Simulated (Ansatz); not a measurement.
# Ir(100) / 3 layers Pd(100) / Ir(100): resistance against film thickness

Aim: what a thin film of another metal adds to the resistance, first Ir(100) / 3 layers Pd(100) / Ir(100).

Calculated with Ansatz 0.2.0; Ansatz plane-wave DFT, PBE, PAW files; ballistic transport by layer matching (Landauer), zero bias.

Report form: the programs' logs are mostly left out.

## 1. The structure

The cell holds 11 atoms: 8 Ir and 3 Pd. Cell: a = 2.715 Å, b = 2.715 Å, c = 21.433 Å, α = 86.4°, β = 86.4°, γ = 90.0°. It derives from Ir and Pd. Regions: lead, 8 atoms (8 Ir); films, 3 atoms (3 Pd). The structure is stacked along c, and the current runs across the ab planes.

Coordinates:

```cif
data_structure
_symmetry_space_group_name_H-M 'P 1'
_symmetry_Int_Tables_number 1
_cell_length_a 2.7149
_cell_length_b 2.7149
_cell_length_c 21.4326
_cell_angle_alpha 86.369
_cell_angle_beta 86.369
_cell_angle_gamma 90.000
_cell_volume 157.33
loop_
_atom_site_label
_atom_site_type_symbol
_atom_site_fract_x
_atom_site_fract_y
_atom_site_fract_z
_atom_site_occupancy
Ir1 Ir 0.97752 0.97752 0.04497 1
Ir2 Ir 0.43255 0.43255 0.13490 1
Ir3 Ir 0.88759 0.88759 0.22483 1
Ir4 Ir 0.34262 0.34262 0.31476 1
Pd5 Pd 0.79676 0.79676 0.40648 1
Pd6 Pd 0.25000 0.25000 0.50000 1
Pd7 Pd 0.70324 0.70324 0.59352 1
Ir8 Ir 0.15738 0.15738 0.68524 1
Ir9 Ir 0.61241 0.61241 0.77517 1
Ir10 Ir 0.06745 0.06745 0.86510 1
Ir11 Ir 0.52248 0.52248 0.95503 1
```

## 2. With 3 layers

The film is laid into the lead at the lead's in-plane lattice, and the cell closes on the lead's own image. The mesh across the current, 26×26, is finer than the density's, because channels open and close sharply across the zone. Energies from -1 to 1 eV in steps of 0.036 eV cover the slope of the Fermi function at 300 K, so the program can form a conductance.

Input file input.yaml:

```yaml
crystal:
  lattice:
    - [2.7148657757, 0.0, 0.0]
    - [0.0, 2.7148657757, 0.0]
    - [1.3574328878, 1.3574328878, 21.3464902425]
  atoms:
    - { symbol: Ir, position: [0.9775173813, 0.9775173813, 0.0449652373] }
    - { symbol: Ir, position: [0.432552144, 0.432552144, 0.134895712] }
    - { symbol: Ir, position: [0.8875869067, 0.8875869067, 0.2248261867] }
    - { symbol: Ir, position: [0.3426216693, 0.3426216693, 0.3147566613] }
    - { symbol: Pd, position: [0.7967593671, 0.7967593671, 0.4064812658] }
    - { symbol: Pd, position: [0.25, 0.25, 0.5] }
    - { symbol: Pd, position: [0.7032406329, 0.7032406329, 0.5935187342] }
    - { symbol: Ir, position: [0.1573783307, 0.1573783307, 0.6852433387] }
    - { symbol: Ir, position: [0.6124130933, 0.6124130933, 0.7751738133] }
    - { symbol: Ir, position: [0.067447856, 0.067447856, 0.865104288] }
    - { symbol: Ir, position: [0.5224826187, 0.5224826187, 0.9550347627] }
kpoints:
  mp_grid: { grid: [14, 14, 2] }
hamiltonian:
  xc: pbe
scf:
  occupations: { method: fermi_dirac, width: 0.1 }
output:
  transmission: { leads: [[0, 1]], kmesh: [26, 26], e_range: [-1.0, 1.0], de: 0.036 }
  write_potential: true
  write_density: true
  volumetric_format: npy
  elf: true
```

Started as:

```console
$ ansatz run input.yaml --threads 4 --pin off --max-ram 8192MiB --backend cpu --events-out ev --progress --plain --runs-dir out
```

Elapsed: 3.8 min, on 4 threads of Arm Neoverse V2, shared host; peak memory 1.6 GiB.

Numbers from this step:

```yaml
free_energy: -116400.8879 eV
energy_at_zero_smearing: -116400.6891 eV
fermi_energy: 24.17 eV
cell_area: 7.370 Å²
step_of_the_lead_s_potential: 1.5 meV
ballistic_conductance_of_the_lead: 2.00e15 S/m²
estimated_errors_of_the_lead_s_conductance: 0, 5.8, 1 % (band edges, k-mesh, distance from neutral)
lead_conductance_per_cell: 1.899 G₀
conductance_of_the_junction: 8.16e14 S/m²
junction_conductance_per_cell: 0.7763 G₀
estimated_errors_of_the_junction_s_conductance: 0, 0, 5.1, 1.1, 0.6 % (energy step, band edges, k-mesh, leads' steps, distance from neutral)
area_resistance_that_the_stack_adds_contact_term_taken_off_spin_by_spin: 0.7246 fΩ m²
```

Per spin. Table of transmission, zone mean by energy, zero at the Fermi level:

energy (eV), transmission, zone mean and a bar from the least value:
```
   -1.000       1.34 ##############################
   -0.892       1.20 ########################
   -0.820       1.22 #########################
   -0.712       1.21 ########################
   -0.640       1.15 ######################
   -0.532       1.15 ######################
   -0.424       1.12 ####################
   -0.352       1.03 ################
   -0.244       0.95 #############
   -0.136       0.83 ########
   -0.064       0.79 ######
    0.008       0.78 #####
    0.044       0.76 #####
    0.116       0.76 ####
    0.224       0.72 ###
    0.332       0.70 ##
    0.404       0.70 ##
    0.512       0.70 ##
    0.620       0.69 #
    0.692       0.67 #
    0.800       0.66 
    0.872       0.67 
    0.980       0.66
```

Per spin. Table of open channels, zone mean, lead by energy, zero at the Fermi level:

```
energy (eV)  open channels, zone mean, lead
     -1.000                            1.88
     -0.928                            1.80
     -0.856                            1.75
     -0.784                            1.76
     -0.712                            1.76
     -0.676                            1.72
     -0.604                            1.72
     -0.532                            1.80
     -0.460                            1.87
     -0.388                            1.91
     -0.316                            1.89
     -0.244                            1.90
     -0.172                            1.79
     -0.100                            1.83
     -0.028                            1.88
      0.008                            1.88
      0.080                               2
      0.152                            2.08
      0.224                            2.08
      0.296                            2.11
      0.368                            2.20
      0.440                            2.24
      0.512                            2.24
      0.584                            2.27
      0.656                            2.28
      0.692                            2.34
      0.764                            2.43
      0.836                            2.30
      0.908                            2.15
      0.980                            1.82
```

Transmission over k1 and k2. At 0.0080 eV from the Fermi level.

Ten even steps from '0' (0.00) to '9' (1.70):
```
53411002157830387512001143
54224444435610165344444224
21212985310330330135892121
31421111101501051011111241
00491111445566655441111940
00481177666555556667711840
02451177766666666677711542
61431467777777777777641341
55310466777656567776640135
97501566775666665776651057
98635556766664666676555368
43130656756678766576560313
00001656766488846676561000
43130656756678766576560313
98635556766664666676555368
97501566775666665776651057
55310466777656567776640135
61431467777777777777641341
02451177766666666677711542
00481177666555556667711840
00491111445566655441111940
31421111101501051011111241
21212985310330330135892121
54224444435610165344444224
53411002157830387512001143
65523000659940499560003255
```
Columns: k1 (b1) from -0.5 to 0.462; rows upwards: k2 (b2) from -0.5 to 0.462.

Open channels over k1 and k2. At 0.0080 eV from the Fermi level.

Ten even steps from '_' (0.00) to '@' (4.00):
```
@@@@##++++::__::::++++++++++++++++++::::__::++++##@@
@@####++::::::::::::++++++++++++++::::::::::::++####
++++++::::########::::++++++++++::::########::::++++
++++::::::::::::::::::::::@@::::::::::::::::::::::++
++::::##::::::::++++++++++++++++++++++::::::::##::::
____::##::::++++++++++++++++++++++++++++++::::##::__
__::::##::::++++++++++++++++++++++++++++++::::##::::
++::::##::++++++++++++++++++++++++++++++++++::##::::
++++::::::++++++++++++++++##++++++++++++++++::::::++
++++++::::++++++++++++##########++++++++++++::::++++
++++++++::++++++++++######@@######++++++++++::++++++
++++++++::++++++++++####@@@@@@####++++++++++::++++++
++++++++@@++++++++####@@@@@@@@@@####++++++++@@++++++
++++++++::++++++++++####@@@@@@####++++++++++::++++++
++++++++::++++++++++######@@######++++++++++::++++++
++++++::::++++++++++++##########++++++++++++::::++++
++++::::::++++++++++++++++##++++++++++++++++::::::++
++::::##::++++++++++++++++++++++++++++++++++::##::::
__::::##::::++++++++++++++++++++++++++++++::::##::::
____::##::::++++++++++++++++++++++++++++++::::##::__
++::::##::::::::++++++++++++++++++++++::::::::##::::
++++::::::::::::::::::::::@@::::::::::::::::::::::++
++++++::::########::::++++++++++::::########::::++++
@@####++::::::::::::++++++++++++++::::::::::::++####
@@@@##++++::__::::++++++++++++++++++::::__::++++##@@
@@@@@@++++++____++++++++++++++++++++++____++++++@@@@
```
Columns: k1 (b1) from -0.5 to 0.462; rows upwards: k2 (b2) from -0.5 to 0.462.

Valence density in the ca plane at fractional y = 0.067, with atoms of Ir within 0.2 Å of it. It is the smooth field of the valence electrons, not physical close to the nuclei.

Values in e/Å³, 5 rows by 16 columns, each cell a mean:
```
3.6 4.6 0.3 0.3 3.6 2.8 0.3 0.3 1.6 0.9 0.3 0.3 0.4 0.4 1.2 1.1
0.9 1.2 0.4 0.4 1.5 1.3 0.5 0.4 1.2 0.7 0.3 0.3 0.5 0.4 0.4 0.4
0.4 0.4 0.5 0.6 0.4 0.4 1.2 0.9 0.4 0.3 1.7 1.2 0.3 0.3 1.3 0.9
1.3 1.3 0.5 0.5 0.5 0.5 1.3 1.1 0.3 0.3 4.1 3.1 0.2 0.3 4.8 3.5
4.2 4.8 0.4 0.3 2.2 1.6 0.5 0.5 0.5 0.4 2.0 1.7 0.2 0.3 4.9 3.9
```
Columns run along c (16.0 Å, from fractional 0.00 to 0.75 of the cell), rows up along a (2.7 Å).

Electrostatic potential energy in the ca plane at fractional y = 0.067, with atoms of Ir within 0.2 Å of it. With pseudopotentials it is smooth inside the atoms' cores, unlike the true potential.

Ten even steps from '0' (-39 eV) to '9' (26 eV), each cell a mean:
```
61002799999510158999998657999999999999964368
84224899999621269999998556899999998899998889
98667999999864579988998767999999998899999999
99999998889988899866899989998778999999988899
99899998789999999644689999996446999999853368
86557998889998999744689999985224899999720027
73114899999865689866799999995335899999610016
61002799999631369998999888998657999999730027
```
Columns run along c (16.0 Å, from fractional 0.00 to 0.75 of the cell; values clipped at the 3rd and 97th percentile), rows up along a (2.7 Å).

ELF in the ca plane at fractional y = 0.067, with atoms of Ir within 0.2 Å of it. It is the smooth field of the valence electrons, not physical close to the nuclei.

Values, 5 rows by 16 columns, each cell a mean:
```
0.51 0.57 0.25 0.25 0.54 0.48 0.27 0.24 0.38 0.28 0.21 0.21 0.21 0.23 0.36 0.34
0.32 0.35 0.29 0.29 0.40 0.39 0.30 0.26 0.34 0.27 0.21 0.21 0.23 0.23 0.31 0.30
0.31 0.31 0.28 0.28 0.30 0.30 0.36 0.33 0.23 0.20 0.37 0.32 0.19 0.23 0.36 0.32
0.36 0.37 0.29 0.29 0.30 0.30 0.38 0.35 0.22 0.19 0.46 0.41 0.18 0.24 0.58 0.51
0.54 0.56 0.26 0.27 0.47 0.41 0.31 0.28 0.26 0.21 0.39 0.36 0.18 0.24 0.57 0.53
```
Columns run along c (16.0 Å, from fractional 0.00 to 0.75 of the cell), rows up along a (2.7 Å).

The lead's potential steps by 1.5 meV from period to period, small in itself. The program estimates the junction's conductance to 5.1 % from the k-mesh, 0.6 % from the leads' distance from neutral and 1.1 % from their steps.

By hand: 1/G − 1/G_lead = 1/0.8161 − 1/1.996 = 0.724 fΩ m² with G in 10¹⁵ S/m².

## 3. With 5 layers, k-mesh 14×14×1, film layers 5

The stack now holds 5 film layers; the k-mesh follows the cell, and the energies span -0.27 to 0.27 eV.

System of this step: Ir(100) / 5 layers Pd(100) / Ir(100). The cell holds 13 atoms: 8 Ir and 5 Pd. Cell: a = 2.715 Å, b = 2.715 Å, c = 25.412 Å, α = 86.9°, β = 86.9°, γ = 90.0°. It derives from Ir and Pd. Regions: lead, 8 atoms (8 Ir); films, 5 atoms (5 Pd). The structure is stacked along c, and the current runs across the ab planes.

Input file input.yaml:

```yaml
crystal:
  lattice:
    - [2.7148657757, 0.0, 0.0]
    - [0.0, 2.7148657757, 0.0]
    - [1.3574328878, 1.3574328878, 25.3390837376]
  atoms:
    - { symbol: Ir, position: [0.9810598913, 0.9810598913, 0.0378802174] }
    - { symbol: Ir, position: [0.4431796739, 0.4431796739, 0.1136406521] }
    - { symbol: Ir, position: [0.9052994566, 0.9052994566, 0.1894010869] }
    - { symbol: Ir, position: [0.3674192392, 0.3674192392, 0.2651615216] }
    - { symbol: Pd, position: [0.8287833044, 0.8287833044, 0.3424333912] }
    - { symbol: Pd, position: [0.2893916522, 0.2893916522, 0.4212166956] }
    - { symbol: Pd, position: [0.75, 0.75, 0.5] }
    - { symbol: Pd, position: [0.2106083478, 0.2106083478, 0.5787833044] }
    - { symbol: Pd, position: [0.6712166956, 0.6712166956, 0.6575666088] }
    - { symbol: Ir, position: [0.1325807608, 0.1325807608, 0.7348384784] }
    - { symbol: Ir, position: [0.5947005434, 0.5947005434, 0.8105989131] }
    - { symbol: Ir, position: [0.0568203261, 0.0568203261, 0.8863593479] }
    - { symbol: Ir, position: [0.5189401087, 0.5189401087, 0.9621197826] }
kpoints:
  mp_grid: { grid: [14, 14, 1] }
hamiltonian:
  xc: pbe
scf:
  occupations: { method: fermi_dirac, width: 0.1 }
output:
  transmission:
    leads: [[0, 1]]
    kmesh: [26, 26]
    e_range: [-0.27, 0.27]
    de: 0.036
  write_potential: true
  write_density: true
  volumetric_format: npy
```

Elapsed: 2 min, on 4 threads; peak memory 1.4 GiB; 7 min of CPU time.

This step gave:

```
free energy                                                                : -130346.6083 eV
energy at zero smearing                                                    : -130346.3423 eV
Fermi energy                                                               : 23.49 eV
step of the lead's potential                                               : 2.5 meV
lead conductance per cell                                                  : 1.900 G₀
conductance of the junction                                                : 7.89e14 S/m²
junction conductance per cell                                              : 0.7504 G₀
estimated errors of the junction's conductance                             : 0.4, 0, 5.4, 4.9, 4.8 % (energy step, band edges, k-mesh, leads' steps, distance from neutral)
area resistance that the stack adds (contact term taken off, spin by spin) : 0.7670 fΩ m²
```

Per spin. Transmission, zone mean against energy, zero at the Fermi level:

```
energy (eV)  transmission, zone mean
     -0.270                     1.10
     -0.234                     1.09
     -0.198                     1.08
     -0.162                     1.03
     -0.126                     1.02
     -0.090                    0.963
     -0.054                    0.870
     -0.018                    0.781
      0.018                    0.696
      0.054                    0.665
      0.090                    0.611
      0.126                    0.589
      0.162                    0.583
      0.198                    0.584
      0.234                    0.608
      0.270                    0.582
```

The conductance of the junction is 7.9e14 S/m², 3.3 % under the 8.2e14 S/m² of the last finished run, within the error estimates, leads' steps apart, of 5.1 and 5.4 %.

## 4. With 6 layers, k-mesh 14×14×1, film layers 6

The stack now holds 6 film layers; the k-mesh follows the cell, and the energies span -0.27 to 0.27 eV.

System of this step: Ir(100) / 6 layers Pd(100) / Ir(100). The cell holds 14 atoms: 8 Ir and 6 Pd. Its edges and angles: a = 2.715 Å, b = 2.715 Å, c = 27.335 Å, α = 90.0°, β = 90.0°, γ = 90.0°. It derives from Ir and Pd. Regions: lead, 8 atoms (8 Ir); films, 6 atoms (6 Pd). The structure is stacked along c, and the current runs across the ab planes.

input.yaml, the sections that differ from step 3:

```yaml
crystal:
  lattice:
    - [2.7148657757, 0.0, 0.0]
    - [0.0, 2.7148657757, 0.0]
    - [0.0, 0.0, 27.3353804851]
  atoms:
    - { symbol: Ir, position: [0.0, 0.0, 0.0351138335] }
    - { symbol: Ir, position: [0.5, 0.5, 0.1053415006] }
    - { symbol: Ir, position: [0.0, 0.0, 0.1755691677] }
    - { symbol: Ir, position: [0.5, 0.5, 0.2457968348] }
    - { symbol: Pd, position: [0.0, 0.0, 0.3174255569] }
    - { symbol: Pd, position: [0.5, 0.5, 0.3904553341] }
    - { symbol: Pd, position: [0.0, 0.0, 0.4634851114] }
    - { symbol: Pd, position: [0.5, 0.5, 0.5365148886] }
    - { symbol: Pd, position: [0.0, 0.0, 0.6095446659] }
    - { symbol: Pd, position: [0.5, 0.5, 0.6825744431] }
    - { symbol: Ir, position: [0.0, 0.0, 0.7542031652] }
    - { symbol: Ir, position: [0.5, 0.5, 0.8244308323] }
    - { symbol: Ir, position: [0.0, 0.0, 0.8946584994] }
    - { symbol: Ir, position: [0.5, 0.5, 0.9648861665] }
# kpoints, hamiltonian, scf, output: as in step 3
```

It took 77 s on 4 threads; peak memory 1.3 GiB.

This step gave:

| Property | Result |
| --- | --- |
| free energy | -137319.4920 eV |
| energy at zero smearing | -137319.1994 eV |
| Fermi energy | 23.23 eV |
| step of the lead's potential | 1.7 meV |
| estimated errors of the lead's conductance | 0, 5.8, 1.1 % (band edges, k-mesh, distance from neutral) |
| lead conductance per cell | 1.898 G₀ |
| conductance of the junction | 8.15e14 S/m² |
| junction conductance per cell | 0.7757 G₀ |
| estimated errors of the junction's conductance | 0.6, 0.1, 5.3, 50, 6.2 % (energy step, band edges, k-mesh, leads' steps, distance from neutral) |
| area resistance that the stack adds (contact term taken off, spin by spin) | 0.7253 fΩ m² |

Per spin. The transmission, zone mean by energy, zero at the Fermi level:

```
energy (eV)  transmission, zone mean
     -0.270                     1.02
     -0.234                    0.966
     -0.198                    0.960
     -0.162                    0.919
     -0.126                    0.968
     -0.090                    0.934
     -0.054                    0.880
     -0.018                    0.833
      0.018                    0.737
      0.054                    0.641
      0.090                    0.577
      0.126                    0.577
      0.162                    0.563
      0.198                    0.526
      0.234                    0.546
      0.270                    0.525
```

The conductance of the junction is 8.2e14 S/m², 3.4 % over the 7.9e14 S/m² of the last finished run, within the error estimates, leads' steps apart, of 5.4 and 6.2 %. The estimate from the leads' steps, 50 %, is larger still.

## 5. With 8 layers, k-mesh 14×14×1, film layers 8

The stack now holds 8 film layers; the k-mesh follows the cell, and the energies span -0.27 to 0.27 eV.

System of this step: Ir(100) / 8 layers Pd(100) / Ir(100). The cell holds 16 atoms: 8 Ir and 8 Pd. Its edges and angles: a = 2.715 Å, b = 2.715 Å, c = 31.328 Å, α = 90.0°, β = 90.0°, γ = 90.0°. It derives from Ir and Pd. Regions: lead, 8 atoms (8 Ir); films, 8 atoms (8 Pd). The structure is stacked along c, and the current runs across the ab planes.

input.yaml, the sections that differ from step 4:

```yaml
crystal:
  lattice:
    - [2.7148657757, 0.0, 0.0]
    - [0.0, 2.7148657757, 0.0]
    - [0.0, 0.0, 31.3279739801]
  atoms:
    - { symbol: Ir, position: [0.0, 0.0, 0.0306387512] }
    - { symbol: Ir, position: [0.5, 0.5, 0.0919162536] }
    - { symbol: Ir, position: [0.0, 0.0, 0.1531937559] }
    - { symbol: Ir, position: [0.5, 0.5, 0.2144712583] }
    - { symbol: Pd, position: [0.0, 0.0, 0.2769712583] }
    - { symbol: Pd, position: [0.5, 0.5, 0.3406937559] }
    - { symbol: Pd, position: [0.0, 0.0, 0.4044162536] }
    - { symbol: Pd, position: [0.5, 0.5, 0.4681387512] }
    - { symbol: Pd, position: [0.0, 0.0, 0.5318612488] }
    - { symbol: Pd, position: [0.5, 0.5, 0.5955837464] }
    - { symbol: Pd, position: [0.0, 0.0, 0.6593062441] }
    - { symbol: Pd, position: [0.5, 0.5, 0.7230287417] }
    - { symbol: Ir, position: [0.0, 0.0, 0.7855287417] }
    - { symbol: Ir, position: [0.5, 0.5, 0.8468062441] }
    - { symbol: Ir, position: [0.0, 0.0, 0.9080837464] }
    - { symbol: Ir, position: [0.5, 0.5, 0.9693612488] }
# kpoints, hamiltonian, scf, output: as in step 4
```

Run time: 99 s. Hardware: 4 threads; peak memory 1.6 GiB; 5.9 min of CPU time.

Numbers from this step:

- free energy: -151265.2157 eV
- energy at zero smearing: -151264.8581 eV
- Fermi energy: 22.81 eV
- step of the lead's potential: 3 meV
- conductance of the junction: 7.65e14 S/m²
- junction conductance per cell: 0.7276 G₀
- estimated errors of the junction's conductance: 0.7, 1.1, 6, 467.7, 2.3 % (energy step, band edges, k-mesh, leads' steps, distance from neutral)
- area resistance that the stack adds (contact term taken off, spin by spin): 0.8062 fΩ m²

Per spin. Transmission, zone mean against energy, zero at the Fermi level:

```
energy (eV)  transmission, zone mean
     -0.270                     1.08
     -0.234                     1.02
     -0.198                    0.867
     -0.162                    0.815
     -0.126                    0.830
     -0.090                    0.803
     -0.054                    0.741
     -0.018                    0.734
      0.018                    0.732
      0.054                    0.695
      0.090                    0.632
      0.126                    0.564
      0.162                    0.519
      0.198                    0.502
      0.234                    0.507
      0.270                    0.507
```

The conductance of the junction is 7.6e14 S/m², 6.2 % under the 8.2e14 S/m² of the last finished run, within the error estimates, leads' steps apart, of 6.2 and 6 %. The estimate from the leads' steps, 468 %, is larger still.

(Continued in part 2 of 2.)

[Logs are printed without paths, hosts, clocks, repeated set-up lines and the standing remarks that a program may print on its own settings, such as how far it seeks lower states.]

[Hosts, paths, dates, database ids (printed as entryN), source tags and the programs' standing remarks are cut or masked in the printed files.]
